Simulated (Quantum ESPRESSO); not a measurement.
# KI (Fm-3m) in Quantum ESPRESSO: notebook

Aim: see how the results for KI move with the level of theory and the settings. Levels: AM05, LDA. Tasks: dielectric tensor, phonons.

Everything below comes from runs of Quantum ESPRESSO 7.5. Logs are shortened: lines on timing, memory, paths and dates and some standing lists are left out, and cuts for length are marked.

**The experiment to reproduce.**

From a printed reference work, monograph, for a bulk crystal of KI: high-frequency dielectric constant 2.65.

The results are compared with them further down.

### Step 1. The crystal as given

It takes space group Fm-3m (No. 225, cubic). The conventional cell has a = 7.066 Å, b = 7.066 Å, c = 7.066 Å, α = 90.00°, β = 90.00°, γ = 90.00°. I (site symmetry m-3m) is surrounded by 6 K at 3.53 Å. Around K (site symmetry m-3m) lie 6 I at 3.53 Å.

### Step 2. Dielectric tensor, AM05

Input file pw.in:

```
&CONTROL
  calculation = 'scf'
  prefix = 'pwscf'
  outdir = './tmp'
  pseudo_dir = './pseudo'
  tprnfor = .true.
  tstress = .true.
  disk_io = 'low'
/
&SYSTEM
  ibrav = 0
  nat = 2
  ntyp = 2
  ecutwfc = 74
  nbnd = 14
  input_dft = 'XC-000I-000I-120L-135L-000I-000I'
  occupations = 'smearing'
  smearing = 'fd'
  degauss = 0.00367493
/
&ELECTRONS
  conv_thr = 4d-10
  electron_maxstep = 120
  mixing_beta = 0.5
/
ATOMIC_SPECIES
I    126.9045 I.upf
K     39.0983 K.upf
CELL_PARAMETERS angstrom
   0.0000000000    3.5327750000    3.5327750000
   3.5327750000    0.0000000000    3.5327750000
   3.5327750000    3.5327750000    0.0000000000
ATOMIC_POSITIONS angstrom
I      3.5327750000    3.5327750000    3.5327750000
K      0.0000000000    0.0000000000    0.0000000000
K_POINTS automatic
6 6 6 1 1 1
```

Input file scf2.in:

```
&CONTROL
  calculation = 'scf'
  prefix = 'pwscf'
  outdir = './tmp'
  pseudo_dir = './pseudo'
  tprnfor = .true.
  tstress = .true.
  disk_io = 'low'
/
&SYSTEM
  ibrav = 0
  nat = 2
  ntyp = 2
  ecutwfc = 74
  nbnd = 14
  input_dft = 'XC-000I-000I-120L-135L-000I-000I'
  occupations = 'fixed'
/
&ELECTRONS
  conv_thr = 1d-13
  electron_maxstep = 120
  mixing_beta = 0.5
  startingpot = 'file'
  startingwfc = 'file'
/
ATOMIC_SPECIES
I    126.9045 I.upf
K     39.0983 K.upf
CELL_PARAMETERS angstrom
   0.0000000000    3.5327750000    3.5327750000
   3.5327750000    0.0000000000    3.5327750000
   3.5327750000    3.5327750000    0.0000000000
ATOMIC_POSITIONS angstrom
I      3.5327750000    3.5327750000    3.5327750000
K      0.0000000000    0.0000000000    0.0000000000
K_POINTS automatic
6 6 6 1 1 1
```

Input file ph.in:

```
dielectric of KI
&INPUTPH
  prefix = 'pwscf'
  outdir = './tmp'
  tr2_ph = 1d-18
  fildyn = 'dyn'
  niter_ph = 90
  alpha_mix(1) = 0.7
  epsil = .true.
  trans = .false.
  zeu = .true.
/
0.0000000000 0.0000000000 0.0000000000
```

Potentials or basis: PseudoDojo 0.4.1 SR PBE standard.

Started as:

```sh
> OMP_NUM_THREADS=1 pw.x -in pw.in > pw.out
> OMP_NUM_THREADS=1 pw.x -in scf2.in > scf2.out
> OMP_NUM_THREADS=1 ph.x -in ph.in > ph.out
```

pw.out:

```text
This program is part of the open-source Quantum ESPRESSO suite
     for quantum simulation of materials; please cite
         "P. Giannozzi et al., J. Phys.:Condens. Matter 21 395502 (2009);
         "P. Giannozzi et al., J. Phys.:Condens. Matter 29 465901 (2017);
         "P. Giannozzi et al., J. Chem. Phys. 152 154105 (2020);
     in publications or presentations arising from this work. More details at

     IMPORTANT: XC functional enforced from input :
     Exchange-correlation= XC-000I-000I-120L-135L-000I-000I
                           (   0   0 120 135   0   0   0)
     Any further DFT definition will be discarded
     Please, verify this is what you really want

     Message from routine setup:
     using ibrav=0 with symmetry is DISCOURAGED, use correct ibrav instead

     G-vector sticks info
     --------------------
     sticks:   dense  smooth     PW     G-vecs:    dense   smooth      PW
     Sum        1813    1813    517                51253    51253    7823

     Using Slab Decomposition

     bravais-lattice index     =            0
     lattice parameter (alat)  =       9.4413  a.u.
     unit-cell volume          =     595.0789 (a.u.)^3
     number of atoms/cell      =            2
     number of atomic types    =            2
     number of electrons       =        16.00
     number of Kohn-Sham states=           14
     kinetic-energy cutoff     =      74.0000  Ry
     charge density cutoff     =     296.0000  Ry
     scf convergence threshold =      4.0E-10
     mixing beta               =       0.5000
     number of iterations used =            8  plain     mixing
     Exchange-correlation= XC-000I-000I-120L-135L-000I-000I
                           (   0   0 120 135   0   0   0)

     celldm(1)=   9.441258  celldm(2)=   0.000000  celldm(3)=   0.000000
     celldm(4)=   0.000000  celldm(5)=   0.000000  celldm(6)=   0.000000

     crystal axes: (cart. coord. in units of alat)
               a(1) = (   0.000000   0.707107   0.707107 )
               a(2) = (   0.707107   0.000000   0.707107 )
               a(3) = (   0.707107   0.707107   0.000000 )

     reciprocal axes: (cart. coord. in units 2 pi/alat)
               b(1) = ( -0.707107  0.707107  0.707107 )
               b(2) = (  0.707107 -0.707107  0.707107 )
               b(3) = (  0.707107  0.707107 -0.707107 )

     PseudoPot. # 1 for I  read from file:
     I.upf
     Pseudo is Norm-conserving + core correction, Zval =  7.0
     Generated using ONCVPSP code by D. R. Hamann
     Using radial grid of 1196 points,  6 beta functions with:
                l(1) =   0
                l(2) =   0
                l(3) =   1
                l(4) =   1
                l(5) =   2
                l(6) =   2

     PseudoPot. # 2 for K  read from file:
     K.upf
     Pseudo is Norm-conserving + core correction, Zval =  9.0
     Generated using ONCVPSP code by D. R. Hamann
     Using radial grid of 2222 points,  6 beta functions with:
                l(1) =   0
                l(2) =   0
                l(3) =   1
                l(4) =   1
                l(5) =   2
                l(6) =   2

     atomic species   valence    mass     pseudopotential
     I                 7.00   126.90450     I ( 1.00)
     K                 9.00    39.09830     K ( 1.00)

     48 Sym. Ops., with inversion, found

   Cartesian axes

     site n.     atom                  positions (alat units)
         1        I      tau(   1) = (   0.7071068   0.7071068   0.7071068  )
         2        K      tau(   2) = (   0.0000000   0.0000000   0.0000000  )

     number of k points=    28  Fermi-Dirac smearing, width (Ry)=  0.0037
                       cart. coord. in units 2pi/alat
        k(    1) = (   0.0589256   0.0589256   0.0589256), wk =   0.0185185
        k(    2) = (   0.1767767   0.1767767  -0.0589256), wk =   0.0555556
        k(    3) = (   0.2946278   0.2946278  -0.1767767), wk =   0.0555556
        k(    4) = (  -0.2946278  -0.2946278   0.4124790), wk =   0.0555556
        k(    5) = (  -0.1767767  -0.1767767   0.2946278), wk =   0.0555556
        k(    6) = (  -0.0589256  -0.0589256   0.1767767), wk =   0.0555556
[... 20 lines left out ...]
        k(   27) = (   0.2946278   0.2946278   0.2946278), wk =   0.0185185
        k(   28) = (  -0.2946278  -0.2946278   0.8838835), wk =   0.0555556

     Dense  grid:    51253 G-vectors     FFT dimensions: (  54,  54,  54)

     WARNING: libxc functional with ID  120 depends
      on external parameters: check the user_guide of
      QE if you need to modify them or to check their
      default values.

     WARNING: libxc functional with ID  135 depends
      on external parameters: check the user_guide of
      QE if you need to modify them or to check their
      default values.

     Initial potential from superposition of free atoms

     starting charge      15.9807, renormalised to      16.0000
     Starting wfcs are    9 randomized atomic wfcs +    5 random wfcs

     Self-consistent Calculation

     iteration #  1     ecut=    74.00 Ry     beta= 0.50
     Davidson diagonalization with overlap
     ethr =  1.00E-02,  avg # of iterations =  7.4

     Threshold (ethr) on eigenvalues was too large:
     Diagonalizing with lowered threshold

     Davidson diagonalization with overlap
     ethr =  1.47E-04,  avg # of iterations =  7.4

     total energy              =     -85.88992841 Ry
     estimated scf accuracy    <       0.02265847 Ry

     iteration #  2     ecut=    74.00 Ry     beta= 0.50
     Davidson diagonalization with overlap
     ethr =  1.42E-04,  avg # of iterations =  2.4

     total energy              =     -85.89414828 Ry
     estimated scf accuracy    <       0.00156161 Ry

     iteration #  3     ecut=    74.00 Ry     beta= 0.50
     Davidson diagonalization with overlap
     c_bands:  1 eigenvalues not converged
     ethr =  9.76E-06,  avg # of iterations =  7.8

     total energy              =     -85.89462639 Ry
     estimated scf accuracy    <       0.00033442 Ry

     iteration #  4     ecut=    74.00 Ry     beta= 0.50
     Davidson diagonalization with overlap
     ethr =  2.09E-06,  avg # of iterations =  5.1

     total energy              =     -85.89470537 Ry
     estimated scf accuracy    <       0.00000852 Ry
[... 19 lines left out ...]
     total energy              =     -85.89471044 Ry
     estimated scf accuracy    <          3.5E-09 Ry

     iteration #  8     ecut=    74.00 Ry     beta= 0.50
     Davidson diagonalization with overlap
     ethr =  2.21E-11,  avg # of iterations =  2.4

     End of self-consistent calculation

          k = 0.0589 0.0589 0.0589 (  6360 PWs)   bands (ev):

   -27.0235 -10.5441 -10.5329 -10.5329  -9.0288   1.3018   1.3989   1.3989
     5.6050   7.8930   8.0087   8.0087   8.6985   8.6985

          k = 0.1768 0.1768-0.0589 (  6382 PWs)   bands (ev):

   -27.0229 -10.5897 -10.5372 -10.5323  -8.9427   0.8486   1.2805   1.2853
     6.3247   7.7611   8.2839   8.5535   9.0690   9.2057

          k = 0.2946 0.2946-0.1768 (  6390 PWs)   bands (ev):

   -27.0219 -10.6535 -10.5388 -10.5340  -8.8179   0.3086   1.1056   1.1298
     6.9661   8.4955   9.0187   9.1041   9.9047  10.0657

          k =-0.2946-0.2946 0.4125 (  6390 PWs)   bands (ev):

   -27.0215 -10.6737 -10.5375 -10.5362  -8.7767   0.1465   1.0479   1.0827
     7.0649   8.9195   9.4339   9.6117  10.0561  10.1917

          k =-0.1768-0.1768 0.2946 (  6384 PWs)   bands (ev):
[... 6 lines left out ...]
   -27.0232 -10.5665 -10.5352 -10.5341  -8.9840   1.0457   1.3379   1.3434
     5.9999   7.6363   8.3019   8.3282   8.8003   9.0109

          k = 0.2946 0.0589 0.0589 (  6381 PWs)   bands (ev):

   -27.0226 -10.5907 -10.5391 -10.5383  -8.9269   0.7367   1.2418   1.2557
     6.5503   7.2454   8.8460   8.9007   9.0709   9.4687

          k = 0.4125 0.1768-0.0589 (  6390 PWs)   bands (ev):

   -27.0218 -10.6184 -10.5465 -10.5397  -8.8602   0.4633   1.0605   1.1217
     7.1057   7.4549   8.9979   9.4637   9.7364  10.0639

          k =-0.1768-0.4125 0.5303 (  6402 PWs)   bands (ev):

   -27.0213 -10.6394 -10.5503 -10.5416  -8.8097   0.3298   0.8758   1.0422
     7.4158   8.3670   8.7460   9.7663  10.0626  10.3992

          k =-0.0589-0.2946 0.4125 (  6404 PWs)   bands (ev):

   -27.0216 -10.6350 -10.5514 -10.5371  -8.8245   0.3857   0.9453   1.0799
     7.4841   7.9679   8.6743   9.4456  10.0518  10.1898

          k = 0.0589-0.1768 0.2946 (  6384 PWs)   bands (ev):

   -27.0224 -10.6122 -10.5414 -10.5343  -8.8906   0.6088   1.1760   1.2068
     6.7959   7.5599   8.7816   8.8547   9.4447   9.6382

          k = 0.5303 0.0589 0.0589 (  6391 PWs)   bands (ev):

   -27.0213 -10.5929 -10.5500 -10.5478  -8.8868   0.4486   1.0560   1.0963
     6.6231   7.3328   9.3769   9.3855  10.5608  10.6301

          k =-0.0589-0.5303 0.6482 (  6407 PWs)   bands (ev):

   -27.0210 -10.5843 -10.5646 -10.5515  -8.8694   0.4974   0.8706   1.0039
     6.8448   7.6875   9.2072   9.7393   9.9903  10.8815

          k = 0.0589-0.4125 0.5303 (  6408 PWs)   bands (ev):

   -27.0211 -10.6176 -10.5620 -10.5440  -8.8255   0.4796   0.7289   1.0157
     7.5359   8.3277   8.4919   9.6778  10.1570  10.3241

          k = 0.1768-0.2946 0.4125 (  6392 PWs)   bands (ev):

   -27.0216 -10.6558 -10.5428 -10.5369  -8.8005   0.2555   1.0040   1.0842
     7.1935   8.5011   9.0328   9.5132  10.0311  10.2200

          k =-0.6482 0.0589 0.0589 (  6406 PWs)   bands (ev):

   -27.0210 -10.5801 -10.5560 -10.5502  -8.8951   0.4442   1.0065   1.0593
     6.4914   7.3205   9.5236   9.7447  10.3565  10.9291

          k =-0.5303 0.1768-0.0589 (  6401 PWs)   bands (ev):

   -27.0213 -10.6060 -10.5524 -10.5472  -8.8591   0.4464   0.9532   1.0475
     6.9564   7.7065   8.9295   9.6187  10.3198  10.5437

          k =-0.4125 0.0589 0.0589 (  6382 PWs)   bands (ev):

   -27.0219 -10.6002 -10.5439 -10.5438  -8.8915   0.5276   1.1401   1.1658
     6.8667   7.0792   9.1471   9.4158   9.8155   9.8370

          k = 0.1768 0.1768 0.1768 (  6384 PWs)   bands (ev):

   -27.0226 -10.6123 -10.5339 -10.5339  -8.9045   0.6654   1.2459   1.2459
     6.5160   8.0265   8.5423   8.5423   9.3267   9.3267

          k = 0.2946 0.2946 0.0589 (  6393 PWs)   bands (ev):
[... 21 lines left out ...]
   -27.0212 -10.6188 -10.5565 -10.5458  -8.8301   0.4433   0.8414   0.9952
     7.5500   8.1292   8.3537   9.9243  10.0646  10.3953

          k =-0.0589-0.2946 0.6482 (  6415 PWs)   bands (ev):

   -27.0210 -10.5946 -10.5638 -10.5557  -8.8439   0.5811   0.7461   0.9124
     7.4958   8.0990   8.3556   9.6875  10.1334  10.8957

          k =-0.7660 0.1768 0.1768 (  6413 PWs)   bands (ev):

   -27.0210 -10.6013 -10.5664 -10.5450  -8.8465   0.5218   0.7211   1.0446
     7.0675   8.1023   8.9733   9.8284   9.8841  10.4241

          k = 0.2946 0.2946 0.2946 (  6393 PWs)   bands (ev):

   -27.0217 -10.6725 -10.5350 -10.5350  -8.7860   0.1734   1.1054   1.1054
     6.9359   8.9867   9.3377   9.3377  10.1310  10.1310

          k =-0.2946-0.2946 0.8839 (  6386 PWs)   bands (ev):

   -27.0214 -10.6564 -10.5460 -10.5374  -8.7925   0.2405   0.9415   1.0674
     7.3236   8.5667   9.0658   9.6442  10.0071  10.3183

     the Fermi energy is     4.1255 ev

!    total energy              =     -85.89471044 Ry
     estimated scf accuracy    <          2.4E-10 Ry
     smearing contrib. (-TS)   =      -0.00000000 Ry
     internal energy E=F+TS    =     -85.89471044 Ry

     The total energy is F=E-TS. E is the sum of the following terms:
     one-electron contribution =     -29.54210833 Ry
     hartree contribution      =      19.05904747 Ry
     xc contribution           =     -20.48797399 Ry
     ewald contribution        =     -54.92367560 Ry

     convergence has been achieved in   8 iterations

     Forces acting on atoms (cartesian axes, Ry/au):

     atom    1 type  1   force =    -0.00000000   -0.00000000    0.00000000
     atom    2 type  2   force =    -0.00000000   -0.00000000    0.00000000

     Total force =     0.000000     Total SCF correction =     0.000000

     Computing stress (Cartesian axis) and pressure

          total   stress  (Ry/bohr**3)                   (kbar)     P=        4.27
   0.00002901   0.00000000   0.00000000            4.27        0.00        0.00
   0.00000000   0.00002901   0.00000000            0.00        4.27        0.00
   0.00000000   0.00000000   0.00002901            0.00        0.00        4.27

=------------------------------------------------------------------------------=
   JOB DONE.
=------------------------------------------------------------------------------=
```

Wall time 4 min (1 thread of Intel Xeon 6975P-C (Granite Rapids), shared host); peak memory 0.13 GiB.

Results:

```
Free energy                             : -1168.6571 eV
Pressure                                : 0.4 GPa
Electronic dielectric tensor (diagonal) : 2.88
Born charges (mean of the diagonal)     : I -1.15; K +1.15 e
```

Electronic dielectric tensor:
```
2.88 0.00 0.00
0.00 2.88 0.00
0.00 0.00 2.88
```

Born effective charge tensors (e):
atom 1, I
```
-1.15  0.00  0.00
 0.00 -1.15  0.00
 0.00  0.00 -1.15
```
atom 2, K
```
1.15 0.00 0.00
0.00 1.15 0.00
0.00 0.00 1.15
```

Caveat: the potentials were made for another functional, which shifts forces and pressure. The run has no spin-orbit coupling, so splittings on I are missing.

(Part 1 of 2 ends here.)
